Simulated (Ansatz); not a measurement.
# Response to strain in CoPt

Start from CoPt (space group P4/mmm, No. 123; a = 2.6971 Å, c = 3.7224 Å; ferromagnetic; relaxed with 0.1 eV smearing). Axes: x, y, z lie along a, b, c of the conventional cell.

Strains are applied to the cell and any free atomic positions relax.

Method: PBE/PAW in Ansatz (a first-principles code), scalar-relativistic without spin-orbit coupling.

Candidates:
(a) tensor shear ε_xy = +3.92 %
(b) isotropic strain +5.78 %
(c) isotropic strain +0.26 %

Notes on the quantities. energy relative to the base: free energy F.

Q: Order them by energy relative to the base, lowest first.

A: (c) isotropic strain +0.26 % (+0.6 meV/atom), (a) tensor shear ε_xy = +3.92 % (+17 meV/atom), (b) isotropic strain +5.78 % (+0.219 eV/atom)

Other magnetic orders, which the real material may have, were not ruled out. Stability against distortions was not tested.
